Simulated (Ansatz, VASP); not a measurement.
## CdS in VASP and in Ansatz

The input INCAR:

```
SYSTEM = CdS
PREC     = Accurate       ! precision mode
ENCUT    = 520            ! plane-wave cutoff, eV
EDIFF    = 1E-6           ! SCF threshold, eV
ISMEAR   = -1             ! smearing method
SIGMA    = 0.02           ! smearing width, eV
LREAL    = .False.        ! projectors in reciprocal space
LASPH    = .True.         ! aspherical terms in the spheres
NELM     = 100            ! most SCF steps
ALGO     = Normal         ! electronic algorithm
ISIF     = 2              ! what is computed and relaxed
LWAVE    = .False.        ! write WAVECAR
LCHARG   = .False.        ! write CHGCAR
GGA      = PS             ! functional
NBANDS   = 16             ! bands
```

Contents of KPOINTS:

```
Automatic mesh
0
Gamma
  7 7 7
  0 0 0
```

The input POSCAR:

```
CdS
1.0
    0.0000000000      2.9723829996      2.9429534649
    2.9723829996      0.0000000000      2.9429534649
    2.9723829996      2.9723829996      0.0000000000
Cd S
1 1
Direct
    0.0000000000      0.0000000000      0.0000000000
    0.7500000000      0.7500000000      0.7500000000
```

Input for Ansatz:

```yaml
crystal:
  lattice:
    - [0.0, 2.9723829996, 2.9429534649]
    - [2.9723829996, 0.0, 2.9429534649]
    - [2.9723829996, 2.9723829996, 0.0]
  atoms:
    - { symbol: Cd, position: [0.0, 0.0, 0.0] }
    - { symbol: S, position: [0.75, 0.75, 0.75] }
kpoints:
  mp_grid: { grid: [7, 7, 7] }
  band_path:
    path:
      - [0.0, 0.0, 0.0]
      - [0.0, 0.5, 0.5]
      - [0.25, 0.75, 0.5]
      - [0.0, 0.5, 0.0]
      - [0.0, 0.0, 0.0]
      - [0.5, 0.5, 0.0]
      - [0.3775125, 0.6224875, 0.0]
      - [-0.3775125, 0.3775125, 0.0]
      - [0.0, 0.0, 0.0]
    npoints: 5
scf:
  occupations: { method: fermi_dirac, width: 0.02 }
hamiltonian:
  xc: pbesol
  pseudopotentials: { kind: all_electron, lapw: { basis_error: 0.0005 } }
output:
  forces: true
  stress: true
  eigenvalues: true
```

Change from the starting cell: equal xx and yy strain of +1 %.

Alike in both runs: task single point; functional PBEsol; k mesh 7 × 7 × 7; occupations fermi-dirac, width 0.02 eV; no spin polarisation.

|  | VASP | Ansatz |
| --- | --- | --- |
| version | VASP 6.6.1 | Ansatz 0.2.0 |
| potentials or method | VASP PAW PBE potentials, release 64 (Cd, S) | all-electron LAPW, scalar-relativistic |
| plane-wave cutoff (eV) | 520 | see its input |

VASP gave:

| Property | Result |
| --- | --- |
| gap on the k mesh at the Fermi level (eV) | 0.89 |
| pressure (GPa) | -2.5 |
| largest component of the traceless stress (GPa) | 0.15 |

Q: Which values does Ansatz return?

A: gap on the k mesh at the Fermi level (eV): 0.89; pressure (GPa): -2.8; largest component of the traceless stress (GPa): 0.15.

Ansatz ran all-electron here, so the differences hold the error of VASP's frozen core and of both bases.

Caveats: the PAW data sets were made with another functional, which shifts forces and pressure a little (VASP).
